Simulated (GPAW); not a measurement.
# Al (Fm-3m) in GPAW: notebook, part 3 of 3

GPAW 26.7.0. Earlier steps stand in the parts before.

## Step 5: Equation of state, BLYP+D3

run.py reads:

```python
from ase import Atoms
from ase.calculators.mixing import SumCalculator
from ase.eos import EquationOfState
from ase.io import Trajectory
from ase.units import GPa
from dftd3.ase import DFTD3
from gpaw import GPAW, PW, setup_paths

setup_paths.insert(0, '.')

atoms = Atoms(['Al'],
              cell=[[0.0, 2.024805, 2.024805],
                    [2.024805, 0.0, 2.024805],
                    [2.024805, 2.024805, 0.0]],
              scaled_positions=[[0.0, 0.0, 0.0]],
              pbc=True)

traj = Trajectory('eos.traj', 'w')
volumes, energies = [], []
for x in [0.94, 0.96, 0.98, 1.0, 1.02, 1.04, 1.06]:
    a = atoms.copy()
    a.set_cell(atoms.cell * x**(1 / 3), scale_atoms=True)
    calc = GPAW(mode=PW(600),
                xc='BLYP',
                kpts={'size': (11, 11, 11), 'gamma': True},
                occupations={'name': 'fermi-dirac', 'width': 0.05},
                nbands=7,
                convergence={'density': 1e-05, 'energy': 1e-05},
                eigensolver='davidson',
                maxiter=150,
                txt=f'eos-{x:.2f}.txt')
    a.calc = SumCalculator([calc, DFTD3(method='blyp', damping='d3zero')])
    energies.append(a.get_potential_energy())
    volumes.append(a.get_volume())
    p = -a.get_stress()[:3].mean() / GPa
    calc.write(f'eos-{x:.2f}.gpw')
    traj.write(a)
    print(f'{x:.2f} {volumes[-1]:10.4f} A^3 {energies[-1]:14.6f} eV {p:9.3f} GPa', flush=True)

v0, e0, B = EquationOfState(volumes, energies, eos='birchmurnaghan').fit()
print(f'V0 = {v0:.4f} A^3, E0 = {e0:.6f} eV, B0 = {B / GPa:.2f} GPa')
```

Potentials or basis: PAW data sets generated in the run's folder for this functional, pw.

Started as:

```console
gpaw-setup -f BLYP Al
OMP_NUM_THREADS=1 python run.py
```

The program printed:

```text
__  _  _
 | _ |_)|_||  |
 |__||  | ||/\| - 26.7.0

Input parameters:
  mode=PW(ecut=600.0),
  convergence={'density': 1e-05, 'energy': 1e-05},
  eigensolver=Davidson(niter=2),
  kpts=MonkhorstPack(size=(11, 11, 11), gamma=True),
  maxiter=150,
  nbands=7,
  occupations=Occupations(name='fermi-dirac', width=0.05),
  xc=XC(name='BLYP')

Diagonalizing LCAO Hamiltonian
Converting LCAO to pw mode

       Al

Atoms  # Å, Bohr magnetons
|   | symbol |        x |        y |        z |    initial magnetic moments |
|---|--------|----------|----------|----------|-----------------------------|
| 0 |     Al | 0.000000 | 0.000000 | 0.000000 | ( 0.0000,  0.0000,  0.0000) |

Unit cell  # Å
| periodic |        x |        y |        z |  lengths |    angles |
|----------|----------|----------|----------|----------|-----------|
|      yes | 0.000000 | 1.983471 | 1.983471 | 2.805051 | 60.000000 |
|      yes | 1.983471 | 0.000000 | 1.983471 | 2.805051 | 60.000000 |
|      yes | 1.983471 | 1.983471 | 0.000000 | 2.805051 | 60.000000 |

Number of symmetries: 48
Symmetry operations  # r_c * U_cc + t_c -> r_c
|    | kind |            matrix            |
|----|------|------------------------------|
|  0 |  σ   |  1, 0, 0,  1, 0,-1,  1,-1, 0 |
|  1 |  C2  |  1, 0, 0,  1,-1, 0,  1, 0,-1 |
|  2 |  E   |  1, 0, 0,  0, 1, 0,  0, 0, 1 |
|  3 |  σ   |  1, 0, 0,  0, 0, 1,  0, 1, 0 |
|  4 |  C4  |  1, 0,-1,  1, 0, 0,  1,-1, 0 |
|  5 |  S6  |  1, 0,-1,  1,-1, 0,  1, 0, 0 |
|  6 |  σ   |  1, 0,-1,  0, 1,-1,  0, 0,-1 |
|  7 |  C3  |  1, 0,-1,  0, 0,-1,  0, 1,-1 |
|  8 |  S6  |  1,-1, 0,  1, 0, 0,  1, 0,-1 |
|  9 |  C4  |  1,-1, 0,  1, 0,-1,  1, 0, 0 |
| 10 |  C3  |  1,-1, 0,  0,-1, 1,  0,-1, 0 |
| 11 |  σ   |  1,-1, 0,  0,-1, 0,  0,-1, 1 |
| 12 |  σ   |  0, 1, 0,  1, 0, 0,  0, 0, 1 |
| 13 |  C4  |  0, 1, 0,  0, 1,-1, -1, 1, 0 |
| 14 |  C3  |  0, 1, 0,  0, 0, 1,  1, 0, 0 |
| 15 |  S6  |  0, 1, 0, -1, 1, 0,  0, 1,-1 |
| 16 |  C2  |  0, 1,-1,  1, 0,-1,  0, 0,-1 |
| 17 |  σ   |  0, 1,-1,  0, 1, 0, -1, 1, 0 |
| 18 |  S4  |  0, 1,-1,  0, 0,-1,  1, 0,-1 |
| 19 |  C4  |  0, 1,-1, -1, 1, 0,  0, 1, 0 |
| 20 |  C3  |  0, 0, 1,  1, 0, 0,  0, 1, 0 |
| 21 |  σ   |  0, 0, 1,  0, 1, 0,  1, 0, 0 |
| 22 |  S6  |  0, 0, 1,  0,-1, 1, -1, 0, 1 |
| 23 |  C4  |  0, 0, 1, -1, 0, 1,  0,-1, 1 |
| 24 |  S4  |  0, 0,-1,  1, 0,-1,  0, 1,-1 |
| 25 |  C3  |  0, 0,-1,  0, 1,-1,  1, 0,-1 |
| 26 |  C2  |  0, 0,-1,  0,-1, 0, -1, 0, 0 |
| 27 |  S6  |  0, 0,-1, -1, 0, 0,  0,-1, 0 |
| 28 |  S4  |  0,-1, 1,  1,-1, 0,  0,-1, 0 |
| 29 |  C4  |  0,-1, 1,  0, 0, 1, -1, 0, 1 |
| 30 |  C2  |  0,-1, 1,  0,-1, 0,  1,-1, 0 |
| 31 |  σ   |  0,-1, 1, -1, 0, 1,  0, 0, 1 |
| 32 |  C3  |  0,-1, 0,  1,-1, 0,  0,-1, 1 |
| 33 |  S6  |  0,-1, 0,  0, 0,-1, -1, 0, 0 |
| 34 |  S4  |  0,-1, 0,  0,-1, 1,  1,-1, 0 |
| 35 |  C2  |  0,-1, 0, -1, 0, 0,  0, 0,-1 |
| 36 |  C2  | -1, 1, 0,  0, 1, 0,  0, 1,-1 |
| 37 |  S6  | -1, 1, 0,  0, 1,-1,  0, 1, 0 |
| 38 |  S4  | -1, 1, 0, -1, 0, 1, -1, 0, 0 |
| 39 |  C3  | -1, 1, 0, -1, 0, 0, -1, 0, 1 |
| 40 |  S6  | -1, 0, 1,  0, 0, 1,  0,-1, 1 |
| 41 |  C2  | -1, 0, 1,  0,-1, 1,  0, 0, 1 |
| 42 |  C3  | -1, 0, 1, -1, 1, 0, -1, 0, 0 |
| 43 |  S4  | -1, 0, 1, -1, 0, 0, -1, 1, 0 |
| 44 |  C2  | -1, 0, 0,  0, 0,-1,  0,-1, 0 |
| 45 |  i   | -1, 0, 0,  0,-1, 0,  0, 0,-1 |
| 46 |  σ   | -1, 0, 0, -1, 1, 0, -1, 0, 1 |
| 47 |  C2  | -1, 0, 0, -1, 0, 1, -1, 1, 0 |

BZ-sampling:
  Number of BZ points: 1331
  Number of IBZ points: 56

  Monkhorst-Pack size: [11, 11, 11]
  Monkhorst-Pack shift: [0, 0, 0]

K-points  # in reciprocal-cell coordinates
|     |                                coordinates |     weight |
|-----|--------------------------------------------|------------|
|   0 | (  0.00000000,   0.00000000,   0.00000000) | 0.00075131 |
|   1 | (  0.09090909,   0.09090909,   0.00000000) | 0.00450789 |
|   2 | (  0.09090909,   0.09090909,   0.09090909) | 0.00601052 |
|   3 | (  0.18181818,   0.09090909,   0.09090909) | 0.00901578 |
|   4 | (  0.18181818,   0.18181818,   0.00000000) | 0.00450789 |
|   5 | (  0.18181818,   0.18181818,   0.09090909) | 0.01803156 |
|   6 | (  0.18181818,   0.18181818,   0.18181818) | 0.00601052 |
|   7 | (  0.27272727,   0.18181818,   0.09090909) | 0.01803156 |
|   8 | (  0.27272727,   0.18181818,   0.18181818) | 0.01803156 |
|   9 | (  0.27272727,   0.27272727,   0.00000000) | 0.00450789 |
| ... |                                            |            |
|  55 | (  0.45454545,   0.45454545,   0.45454545) | 0.00601052 |

Plane wave coefficients: 534
Cutoff: 600.0 eV

Spin-components: 1 (collinear spins)
Bands:           7
Projectors:      5
Spin-degeneracy: 2
Datatype:        complex128

Parallelization:
  kpt:    1
  domain: 1
  band:   1

Density:
  Valence electrons: 3.0
  Components: 1
  Grid points: [16 16 16]
  Charge: 0.0  # |e|

Potential:
  Grid points: [16 16 16]

species:
  Al:
    name:    Aluminium
    Z:       13.0
    valence: 3
    core:    10
    charge:  0.0  # [|e|]
    compensation charges:
      type: gauss
      rc: 0.34  # [Å]
      lmax: 2
    cutoffs:
      filter: 1.91  # [Å]
      core: 2.36  # [Å]
    projectors
    | kind |    occ | energy [eV] | rcut [Å] |
    |------|--------|-------------|----------|
    |   3s |  2.000 |      -7.631 |    1.085 |
    |   3p |  1.000 |      -2.564 |    1.085 |
    |    s |        |      19.581 |    1.085 |
    |    p |        |      24.648 |    1.085 |
    |    d |        |       0.000 |    1.085 |

    Using partial waves for Al as LCAO basis

Reference energy: -6607.531328  # eV

eigensolver:
  Davidson
  Converge bands: occupied
  niter=2

density mixing:
  MSR1-Mixer
  Pratt-step length: 0.05
  Maximum mixing coefficient: 0.75
  Old densities: 10
  SVD Regularization: 0.005
  Good broyden scale: 1.0
  Trust region scale: 1.0
  Backstep threshold: 4.0
  History deletion threshold: 6.0
  Fourier metric: weight=20.0, sigma=0.015

occupation numbers:
  Fermi-Dirac:
    width: 0.0500  # eV

poisson solver:
  ecut: 4800.0  # eV

xc functional:
  name: BLYP with 2 nearest neighbor stencil

convergence criteria:
- Maximum integral of absolute [dens]ity change: 1e-05 electrons / valence electron
- Maximum [total energy] change in last 3 cyles: 1e-05 eV / valence electron
- Maximum integral of absolute [eigenst]ate change: 4e-08 eV^2 / valence electron
maximum number of iterations: 150

SCF iterations
|iter     | |      energy | eigst |  dens |
|---------|-|-------------|-------|-------|
|iter:   1| |   -2.587524 | -0.19 |       |
|iter:   2| |   -2.589411 | -2.90 | -1.02 |
|iter:   3| |   -2.602219 | -3.61 | -1.05 |
|iter:   4| |   -2.604438 | -4.38 | -1.54 |
|iter:   5| |   -2.604451 | -6.64 | -2.75 |
|iter:   6| |   -2.604454c| -6.95 | -3.15 |
|iter:   7| |   -2.604454c| -8.87c| -4.51 |
|iter:   8| |   -2.604454c| -9.15c| -4.88 |
|iter:   9| |   -2.604454c|-11.79c| -6.28c|

Converged in 9 steps
Energy contributions relative to reference atoms: (reference = -6607.531328)

Energy contributions:
  Kinetic:           6.656491
  Coulomb:          -4.152532
  Zero:             -0.000412
  External:          0.000000
  Xc:               -5.105951
  Entropy:          -0.004100
  Spinorbit:         0.000000
  ----------------------------
  Free energy:      -2.606504
  Extrapolated:     -2.604454

dipole moment: (-6.836526, -6.836526, -6.836526)  # |e|*Ang

Fermi level: 8.188
Eigenvalues  # (at kpt = [0.000, 0.000, 0.000])
| band index |      eig [eV] | occ [0-2] |
|------------|---------------|-----------|
|          0 |        -3.334 |     2.000 |
|          1 |        21.044 |     0.000 |
|          2 |        21.044 |     0.000 |
|          3 |        21.044 |     0.000 |
|          4 |        22.862 |     0.000 |
|          5 |        22.862 |     0.000 |
|          6 |        22.862 |     0.000 |

No gap
No difference between direct/indirect transitions

Stress tensor  # eV/Ang^3
|         x |         y |         z |
|-----------|-----------|-----------|
| -0.051904 |  0.000000 |  0.000000 |
|  0.000000 | -0.051904 | -0.000000 |
|  0.000000 | -0.000000 | -0.051904 |

# Writing to eos-0.94.gpw (mode='')
```

Run time: 17 s. Hardware: 1 thread of AMD EPYC 9R45 (Zen 5), shared host; peak memory 0.17 GiB.

What came out:

```yaml
Equilibrium_volume: 16.42 Å³/atom
Bulk_modulus: 71 GPa
Pressure_derivative_of_the_bulk_modulus: 5.3
```

Energy against volume, from the lowest point:
| volume (Å³/atom) | energy (meV/atom) |
| --- | --- |
| 15.607 | 9.69 |
| 15.939 | 3.06 |
| 16.271 | 0.00 |
| 16.603 | 0.11 |
| 16.935 | 3.00 |
| 17.267 | 8.33 |
| 17.599 | 15.79 |

## Step 6: Band structure, PBE

run.py reads:

```python
from ase.dft.bandgap import bandgap
from ase.io import write
from ase.spacegroup import crystal
from gpaw import GPAW

# Al 4a
atoms = crystal(['Al'],
                basis=[[0.0, 0.0, 0.0]],
                spacegroup=225, setting=1,  # Fm-3m
                cellpar=[4.04961, 4.04961, 4.04961, 90.0, 90.0, 90.0],
                primitive_cell=True)

calc = GPAW(mode='lcao',
            h=0.2,
            basis='szp(dzp)',
            xc='PBE',
            kpts={'size': (11, 11, 11), 'gamma': True},
            occupations={'name': 'fermi-dirac', 'width': 0.05},
            convergence={'density': 1e-05, 'energy': 1e-05},
            maxiter=150,
            txt='gpaw.txt')
atoms.calc = calc
energy = atoms.get_potential_energy()
forces = atoms.get_forces()
calc.write('gs.gpw')
write('result.traj', atoms)
print(f'Energy: {energy:.6f} eV')
print('Forces (eV/A):')
print(forces.round(4))
print('Fermi level:', round(calc.get_fermi_level(), 4), 'eV')
print(f'Gap: {bandgap(calc)[0]:.4f} eV, direct: {bandgap(calc, direct=True)[0]:.4f} eV')

path = atoms.cell.bandpath('GXWKGLUWLK,UX', npoints=60, eps=1e-4)
bs_calc = calc.fixed_density(kpts=path, symmetry='off', txt='bands.txt')
bs = bs_calc.band_structure()
bs.write('bs.json')
print(f'Gap on the path: {bandgap(bs_calc)[0]:.4f} eV')
```

Potentials or basis: GPAW PAW data sets (gpaw-data 1.2.1), lcao:szp(dzp).

Started as:

```console
OMP_NUM_THREADS=1 python run.py
```

It took 88 s on 1 thread of AMD EPYC 9R45 (Zen 5), shared host; peak memory 0.14 GiB.

These settings aren't checked as converged: the numbers below hold their error.

What came out:

```
Free energy             : -3.6237 eV
Band gap along the path : none (metal or under the smearing width)
```

Caveat: the real-space grid adds noise to forces; the basis of atomic orbitals isn't converged, which shifts pressures, moduli and gaps.

## Step 7: Summary

```csv
task,level,potentials or basis,eigensolver,band path,band points,V0 of scaled cells (Å³/atom),B0 (GPa)
equation of state,PBE,"GPAW PAW data sets (gpaw-data 1.2.1), pw",-,-,-,16.54,79
band structure,BLYP,"PAW data sets generated in the run's folder for this functional, pw",davidson,"GXWKGLUWLK,UX",100,-,-
equation of state,BLYP+D3,"PAW data sets generated in the run's folder for this functional, pw",davidson,-,-,16.42,71
```

Alike in all rows: no spin polarisation; cell as given; k mesh 11 × 11 × 11; cutoff (eV) 600; smearing fermi-dirac 0.05 eV.

Absolute energies hang on the potentials; compare differences alone.

## Step 8: How close it comes

Step 3. Against the measured bulk modulus of Al, 76.9 GPa (quoted in “The interpretation of polycrystalline coherent inelastic neutron scattering from aluminium”, 2013, pmc:3831299), the calculated 79 GPa is off by +3.1 %. The fit is for a static lattice scaled at fixed shape and fixed fractional positions. The cell as given is a measured one (16.60 Å³/atom); PBE puts the equilibrium volume -0.4 % from it, thermal expansion not counted.

Step 5. A measured bulk modulus of Al is 76.9 GPa (quoted in “The interpretation of polycrystalline coherent inelastic neutron scattering from aluminium”, 2013, pmc:3831299); the calculated 71 GPa misses it by -7.8 %. The fit is for a static lattice scaled at fixed shape and fixed fractional positions. The cell as given is a measured one (16.60 Å³/atom); BLYP+D3 puts the equilibrium volume -1.1 % from it, thermal expansion not counted.
